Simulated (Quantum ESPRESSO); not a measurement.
# TePb (Pm-3m) in Quantum ESPRESSO: convergence with wavefunction cutoff

Aim: find how far wavefunction cutoff must go before the results for TePb settle, at PBE. This setting moves, with any that are tied to it; all else stays.

Everything below comes from runs of Quantum ESPRESSO 7.5. Logs are shortened: lines on timing, memory, paths and dates and some standing lists are left out, and cuts for length are marked.

**1. Starting point**

Symmetry: Pm-3m, No. 221, cubic system. Conventional cell: a = 4.002 Å, b = 4.002 Å, c = 4.002 Å, α = 90.00°, β = 90.00°, γ = 90.00°. Around Pb (site symmetry m-3m) lie 8 Te at 3.47 Å. Te (site symmetry m-3m) is surrounded by 8 Pb at 3.47 Å.

Measurements of this composition are mostly on another form, of space group No. 225.

**2. With wavefunction cutoff 33 Ry**

pw.in reads:

```
&CONTROL
  calculation = 'scf'
  prefix = 'pwscf'
  outdir = './tmp'
  pseudo_dir = './pseudo'
  tprnfor = .true.
  tstress = .true.
  disk_io = 'nowf'
/
&SYSTEM
  ibrav = 0
  nat = 2
  ntyp = 2
  ecutwfc = 33
  nbnd = 22
  occupations = 'smearing'
  smearing = 'gaussian'
  degauss = 0.00367493
/
&ELECTRONS
  conv_thr = 4d-10
  electron_maxstep = 120
  mixing_beta = 0.5
/
ATOMIC_SPECIES
Pb   207.2000 Pb.upf
Te   127.6000 Te.upf
CELL_PARAMETERS angstrom
   4.0022870000    0.0000000000    0.0000000000
   0.0000000000    4.0022870000    0.0000000000
   0.0000000000    0.0000000000    4.0022870000
ATOMIC_POSITIONS crystal
Pb     0.0000000000    0.0000000000    0.0000000000
Te     0.5000000000    0.5000000000    0.5000000000
K_POINTS automatic
7 7 7 0 0 0
```

Potentials or basis: Ansatz NC SR PBE.

Command:

```console
> OMP_NUM_THREADS=1 pw.x -in pw.in > pw.out
```

pw.out:

```text
[... set-up lines left out ...]
     Self-consistent Calculation

     iteration #  1     ecut=    33.00 Ry     beta= 0.50
     Davidson diagonalization with overlap
     ethr =  1.00E-02,  avg # of iterations = 13.9

     total energy              =    -376.18091781 Ry
     estimated scf accuracy    <       1.04677407 Ry

     iteration #  2     ecut=    33.00 Ry     beta= 0.50
     Davidson diagonalization with overlap
     ethr =  3.49E-03,  avg # of iterations =  1.1

     total energy              =    -376.10339286 Ry
     estimated scf accuracy    <       0.18132630 Ry

     iteration #  3     ecut=    33.00 Ry     beta= 0.50
     Davidson diagonalization with overlap
     ethr =  6.04E-04,  avg # of iterations =  6.4

     total energy              =    -376.16099636 Ry
     estimated scf accuracy    <       0.01016106 Ry

     iteration #  4     ecut=    33.00 Ry     beta= 0.50
     Davidson diagonalization with overlap
     c_bands:  2 eigenvalues not converged
     c_bands:  2 eigenvalues not converged
     c_bands:  1 eigenvalues not converged
     c_bands:  4 eigenvalues not converged
     c_bands:  1 eigenvalues not converged
     c_bands:  2 eigenvalues not converged
     c_bands:  2 eigenvalues not converged
     c_bands:  3 eigenvalues not converged
     c_bands:  3 eigenvalues not converged
     c_bands:  3 eigenvalues not converged
     c_bands:  4 eigenvalues not converged
     c_bands:  4 eigenvalues not converged
     c_bands:  1 eigenvalues not converged
     c_bands:  1 eigenvalues not converged
     ethr =  3.39E-05,  avg # of iterations = 19.3

     total energy              =    -376.16875832 Ry
     estimated scf accuracy    <       0.00348702 Ry

     iteration #  5     ecut=    33.00 Ry     beta= 0.50
     Davidson diagonalization with overlap
     c_bands:  1 eigenvalues not converged
     c_bands:  1 eigenvalues not converged
     c_bands:  2 eigenvalues not converged
     c_bands:  1 eigenvalues not converged
     c_bands:  2 eigenvalues not converged
     c_bands:  3 eigenvalues not converged
     c_bands:  2 eigenvalues not converged
     ethr =  1.16E-05,  avg # of iterations = 14.2
[... 67 lines left out ...]
     iteration # 14     ecut=    33.00 Ry     beta= 0.50
     Davidson diagonalization with overlap
     ethr =  6.81E-10,  avg # of iterations =  3.5

     total energy              =    -376.16928564 Ry
     estimated scf accuracy    <       0.00000002 Ry

     iteration # 15     ecut=    33.00 Ry     beta= 0.50
     Davidson diagonalization with overlap
     c_bands:  1 eigenvalues not converged
     ethr =  6.25E-11,  avg # of iterations =  8.9

     total energy              =    -376.16928568 Ry
     estimated scf accuracy    <       0.00000001 Ry

     iteration # 16     ecut=    33.00 Ry     beta= 0.50
     Davidson diagonalization with overlap
     ethr =  3.46E-11,  avg # of iterations =  3.2

     total energy              =    -376.16928568 Ry
     estimated scf accuracy    <          3.8E-09 Ry

     iteration # 17     ecut=    33.00 Ry     beta= 0.50
     Davidson diagonalization with overlap
     ethr =  1.28E-11,  avg # of iterations =  3.0

     total energy              =    -376.16928568 Ry
     estimated scf accuracy    <          1.2E-09 Ry

     iteration # 18     ecut=    33.00 Ry     beta= 0.50
     Davidson diagonalization with overlap
     ethr =  3.88E-12,  avg # of iterations =  5.5

     End of self-consistent calculation

          k = 0.0000 0.0000 0.0000 (  1357 PWs)   bands (ev):

   -23.4790 -23.4790 -23.4790 -23.2792 -23.2792  -7.3161  -7.3161  -7.2391
    -7.2391  -7.2391  -2.8066   2.6121   8.3593   8.3593   8.3593  14.3108
    14.3108  15.0865  15.0865  15.0865  19.4240  21.5923

          k = 0.0000 0.0000 0.1429 (  1370 PWs)   bands (ev):

   -23.7983 -23.7983 -23.6243 -23.5907 -23.2652  -7.3159  -7.3128  -7.2597
    -7.2597  -7.2461  -2.6661   2.3413   8.2014   8.5302   8.5302  13.7075
    14.4623  14.6305  14.6305  15.4579  20.1411  20.5746

          k = 0.0000 0.0000 0.2857 (  1386 PWs)   bands (ev):

   -24.0159 -24.0159 -24.0059 -23.6651 -23.5434  -7.3250  -7.2887  -7.2769
    -7.2769  -7.2647  -2.2843   1.6422   8.2481   9.0123   9.0123  11.8376
    13.5240  13.5240  14.8940  17.7911  18.4169  20.7977

          k = 0.0000 0.0000 0.4286 (  1398 PWs)   bands (ev):

   -24.6401 -24.1141 -24.1141 -24.0105 -23.4985  -7.3212  -7.3006  -7.2910
    -7.2910  -7.2812  -1.8570   0.9509   8.8141   9.5788   9.5788  10.2347
    12.5147  12.5147  15.5495  17.1045  20.7716  21.6891

          k = 0.0000 0.1429 0.1429 (  1376 PWs)   bands (ev):

   -24.2412 -23.8601 -23.4729 -23.4636 -23.4504  -7.3165  -7.3000  -7.2831
    -7.2666  -7.2388  -2.5283   2.1703   7.6037   8.6887   9.0762  12.6162
    14.3170  14.4872  15.1110  16.0649  19.0647  19.9193

          k = 0.0000 0.1429 0.2857 (  1378 PWs)   bands (ev):

   -24.1382 -23.9360 -23.5838 -23.5421 -23.3440  -7.3073  -7.2881  -7.2791
    -7.2683  -7.2482  -2.1581   1.6602   7.2909   9.1537   9.4846  11.1578
    13.4896  13.8942  15.7063  18.0191  18.5308  19.6472

          k = 0.0000 0.1429 0.4286 (  1385 PWs)   bands (ev):

   -24.0921 -23.9933 -23.8324 -23.7694 -23.3814  -7.3064  -7.2906  -7.2838
    -7.2713  -7.2547  -1.7532   1.0880   7.7091   8.7252   9.6878  11.1674
    12.6540  12.8453  16.2643  17.9293  20.0324  20.1359

          k = 0.0000 0.2857 0.2857 (  1384 PWs)   bands (ev):

   -24.0078 -23.9508 -23.8898 -23.6058 -23.5817  -7.3055  -7.3026  -7.2741
    -7.2728  -7.2531  -1.8302   1.6184   6.3813   8.5570   9.5126  11.3293
    13.2964  14.0394  16.9417  17.7728  18.7562  19.0588
[... 43 lines left out ...]
          k = 0.1429 0.4286 0.4286 (  1388 PWs)   bands (ev):

   -24.1056 -23.9022 -23.8561 -23.8382 -23.6026  -7.3098  -7.2917  -7.2800
    -7.2760  -7.2433  -1.2011   1.9302   5.8694   6.1938   9.2777  11.6530
    12.6131  13.0680  17.1832  18.4601  19.3569  20.0880

          k = 0.2857 0.2857 0.2857 (  1394 PWs)   bands (ev):

   -24.1039 -24.1039 -23.9121 -23.9121 -23.8407  -7.2921  -7.2902  -7.2902
    -7.2828  -7.2828  -1.4710   1.8209   7.1538   7.1538   7.9517  11.5493
    11.5493  13.2840  18.1744  19.1932  19.1939  21.3067

          k = 0.2857 0.2857 0.4286 (  1396 PWs)   bands (ev):

   -24.2755 -24.2076 -24.0720 -23.9016 -23.6356  -7.3058  -7.2973  -7.2886
    -7.2854  -7.2640  -1.2300   1.9012   6.6985   7.1308   7.9178  10.1739
    11.7710  12.8222  18.5195  19.6904  19.8048  21.8328

          k = 0.2857 0.4286 0.4286 (  1393 PWs)   bands (ev):

   -24.2092 -24.1363 -23.8984 -23.8325 -23.7401  -7.3096  -7.2987  -7.2940
    -7.2703  -7.2443  -1.0631   2.2322   6.4685   6.6203   8.0752  10.0373
    10.8926  11.5805  19.4417  20.8668  21.3539  22.3284

          k = 0.4286 0.4286 0.4286 (  1388 PWs)   bands (ev):

   -24.1637 -24.1637 -23.7891 -23.6310 -23.6310  -7.3049  -7.2958  -7.2958
    -7.2454  -7.2454  -0.9429   2.5304   7.0020   7.3252   7.3252   9.4045
     9.4045  10.1651  21.7805  22.5723  22.5724  24.6411

     the Fermi energy is     9.9123 ev

!    total energy              =    -376.16928568 Ry
     estimated scf accuracy    <          3.7E-11 Ry
     smearing contrib. (-TS)   =      -0.00009127 Ry
     internal energy E=F+TS    =    -376.16919441 Ry

     The total energy is F=E-TS. E is the sum of the following terms:
     one-electron contribution =    -115.08356071 Ry
     hartree contribution      =      74.56233203 Ry
     xc contribution           =    -118.58110697 Ry
     ewald contribution        =    -217.06685876 Ry

     convergence has been achieved in  18 iterations

     Forces acting on atoms (cartesian axes, Ry/au):

     atom    1 type  1   force =     0.00000000    0.00000000    0.00000000
     atom    2 type  2   force =     0.00000000    0.00000000    0.00000000

     Total force =     0.000000     Total SCF correction =     0.000000

     Computing stress (Cartesian axis) and pressure

          total   stress  (Ry/bohr**3)                   (kbar)     P=    -7242.80
  -0.04923556   0.00000000   0.00000000        -7242.80        0.00        0.00
   0.00000000  -0.04923556   0.00000000            0.00    -7242.80        0.00
   0.00000000   0.00000000  -0.04923556            0.00        0.00    -7242.80

=------------------------------------------------------------------------------=
   JOB DONE.
=------------------------------------------------------------------------------=
```

Wall time 16 s (1 thread of Intel Xeon Platinum 8375C at 2.90GHz (Ice Lake), shared host); peak memory 0.06 GiB.

What came out:

| Item | Value |
| --- | --- |
| Free energy | -5118.0439 eV |
| Pressure | -724.3 GPa |
| Band gap on the k mesh | none (metal or under the smearing width) |

**3. With wavefunction cutoff 41 Ry**

pw.in, as its differences from that of step 2:

```diff
@@ -13,3 +13,3 @@
   ntyp = 2
-  ecutwfc = 33
+  ecutwfc = 41
   nbnd = 22
```

Potentials or basis: Ansatz NC SR PBE.

Command:

```console
> OMP_NUM_THREADS=1 pw.x -in pw.in > pw.out
```

It took 17 s on 1 thread of Intel Xeon Platinum 8375C at 2.90GHz (Ice Lake), shared host; peak memory 0.07 GiB.

Results:

```yaml
Free_energy: -5188.2944 eV
Pressure: -352.6 GPa
Band_gap_on_the_k_mesh: none (metal or under the smearing width)
```

**4. With wavefunction cutoff 49 Ry**

pw.in, as its differences from that of step 3:

```diff
@@ -13,3 +13,3 @@
   ntyp = 2
-  ecutwfc = 41
+  ecutwfc = 49
   nbnd = 22
```

Command:

```console
> OMP_NUM_THREADS=1 pw.x -in pw.in > pw.out
```

Run time: 25 s. Hardware: 1 thread of Intel Xeon Platinum 8375C at 2.90GHz (Ice Lake), shared host; peak memory 0.08 GiB.

What came out:

* Free energy: -5212.0420 eV
* Pressure: -114.5 GPa
* Band gap on the k mesh: none (metal or under the smearing width)

**5. With wavefunction cutoff 57 Ry**

pw.in, as its differences from that of step 4:

```diff
@@ -13,3 +13,3 @@
   ntyp = 2
-  ecutwfc = 49
+  ecutwfc = 57
   nbnd = 22
```

Command:

```console
> OMP_NUM_THREADS=1 pw.x -in pw.in > pw.out
```

It took 31 s on 1 thread of Intel Xeon Platinum 8375C at 2.90GHz (Ice Lake), shared host; peak memory 0.09 GiB.

Results:

```yaml
Free_energy: -5217.6201 eV
Pressure: -24.1 GPa
Band_gap_on_the_k_mesh: none (metal or under the smearing width)
```

**6. With wavefunction cutoff 66 Ry**

pw.in, as its differences from that of step 5:

```diff
@@ -13,3 +13,3 @@
   ntyp = 2
-  ecutwfc = 57
+  ecutwfc = 66
   nbnd = 22
```

Potentials or basis: Ansatz NC SR PBE.

Command:

```console
> OMP_NUM_THREADS=1 pw.x -in pw.in > pw.out
```

Run time: 37 s. Hardware: 1 thread of Intel Xeon Platinum 8375C at 2.90GHz (Ice Lake), shared host; peak memory 0.11 GiB.

It converged, with:

| Property | Result |
| --- | --- |
| Free energy | -5218.4928 eV |
| Pressure | -2.0 GPa |
| Band gap on the k mesh | none (metal or under the smearing width) |

**7. With wavefunction cutoff 74 Ry**

pw.in, as its differences from that of step 6:

```diff
@@ -13,3 +13,3 @@
   ntyp = 2
-  ecutwfc = 66
+  ecutwfc = 74
   nbnd = 22
```

Command:

```console
> OMP_NUM_THREADS=1 pw.x -in pw.in > pw.out
```

Run time: 45 s. Hardware: 1 thread of Intel Xeon Platinum 8375C at 2.90GHz (Ice Lake), shared host; peak memory 0.12 GiB.

The run converged. Its results:

```yaml
Free_energy: -5218.5375 eV
Pressure: 0.0 GPa
Band_gap_on_the_k_mesh: none (metal or under the smearing width)
```

**8. With wavefunction cutoff 82 Ry**

pw.in, as its differences from that of step 7:

```diff
@@ -13,3 +13,3 @@
   ntyp = 2
-  ecutwfc = 74
+  ecutwfc = 82
   nbnd = 22
```

Command:

```console
> OMP_NUM_THREADS=1 pw.x -in pw.in > pw.out
```

Run time: 49 s. Hardware: 1 thread of Intel Xeon Platinum 8375C at 2.90GHz (Ice Lake), shared host; peak memory 0.14 GiB.

The run converged. Its results:

```
Free energy            : -5218.5382 eV
Pressure               : 0.1 GPa
Band gap on the k mesh : none (metal or under the smearing width)
```

**9. With wavefunction cutoff 98 Ry**

pw.in, as its differences from that of step 8:

```diff
@@ -13,3 +13,3 @@
   ntyp = 2
-  ecutwfc = 82
+  ecutwfc = 98
   nbnd = 22
```

Potentials or basis: Ansatz NC SR PBE.

Command:

```console
> OMP_NUM_THREADS=1 pw.x -in pw.in > pw.out
```

Run time: 58 s. Hardware: 1 thread of Intel Xeon Platinum 8375C at 2.90GHz (Ice Lake), shared host; peak memory 0.17 GiB.

The run converged. Its results:

| Property | Result |
| --- | --- |
| Free energy | -5218.5387 eV |
| Pressure | 0.1 GPa |
| Band gap on the k mesh | none (metal or under the smearing width) |

**10. With wavefunction cutoff 123 Ry**

pw.in, as its differences from that of step 9:

```diff
@@ -13,3 +13,3 @@
   ntyp = 2
-  ecutwfc = 98
+  ecutwfc = 123
   nbnd = 22
```

Command:

```console
> OMP_NUM_THREADS=1 pw.x -in pw.in > pw.out
```

Run time: 75 s. Hardware: 1 thread of Intel Xeon Platinum 8375C at 2.90GHz (Ice Lake), shared host; peak memory 0.23 GiB.

The run converged. Its results:

```
Free energy            : -5218.5390 eV
Pressure               : 0.1 GPa
Band gap on the k mesh : none (metal or under the smearing width)
```

**11. The series at a glance**

```csv
wavefunction cutoff,"energy less the tightest run, at zero smearing (meV/atom)",pressure (GPa),SCF cycles,CPU time (s),peak memory (GiB)
33 Ry,50246.95,-724.28,18,15,0.06
41 Ry,15121.91,-352.59,17,16,0.07
49 Ry,3248.43,-114.50,18,24,0.08
57 Ry,459.46,-24.13,16,30,0.09
66 Ry,23.13,-1.96,14,36,0.11
74 Ry,0.76,0.05,14,44,0.12
82 Ry,0.41,0.09,14,48,0.14
98 Ry,0.18,0.10,13,58,0.17
123 Ry,0.00,0.10,13,75,0.23
```

Against the tightest run, the energy stays within 1 meV/atom from 74 Ry on; the pressure stays within 0.1 GPa from 74 Ry on. The tightest run that finished is the yardstick and may itself not be fully converged.
